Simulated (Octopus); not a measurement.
## ZnS under changes of volume

One of the cells (19.727 Å³/atom); the others are scaled copies at fixed shape and fractional positions:

```
CELL_PARAMETERS angstrom
0.00000 2.70200 2.70200
2.70200 0.00000 2.70200
2.70200 2.70200 0.00000
ATOMIC_POSITIONS crystal
Zn 0.75000 0.75000 0.75000
S 0.00000 0.00000 0.00000
```

| Property | Result |
| --- | --- |
| Program | Octopus 16.4 |
| Functional | PBEsol |
| Potentials or basis | pseudodojo_pbesol (PseudoDojo 0.4, PBEsol) |
| Grid spacing | 0.132 Å |
| k mesh | 9 × 9 × 9 |
| Occupations | fermi-dirac, width 0.05 eV |
| Spin | no spin polarisation |

| volume (Å³/atom) | energy over the lowest point (meV/atom) | gap on the mesh (eV) |
| --- | --- | --- |
| 18.543 | ? | ? |
| 18.938 | 1.40 | 2.15 |
| 19.332 | 0.00 | 2.06 |
| 19.727 | 2.25 | 1.98 |
| 20.121 | 7.90 | 1.89 |
| 20.516 | 15.65 | 1.81 |
| 20.910 | 26.78 | 1.73 |

Q: What does the run at 18.543 Å³/atom give?

A: Energy over the lowest point 7.09 meV/atom; gap on the mesh 2.24 eV.

Worked out: A Birch-Murnaghan fit of order 3 (a polynomial in V^(-2/3)) to the other rows has its minimum at 19.27 Å³/atom with B0 = V·E''(V) = 70 GPa and B' = 3.9. It gives 6.53 meV/atom at 18.543 Å³/atom, against the run's 7.09. A straight line through the other rows of the gap, of slope -4.24 eV per unit of ln V (its deformation potential), extrapolates to 2.24 eV, against the run's 2.24.

Energies are extrapolated to zero smearing.
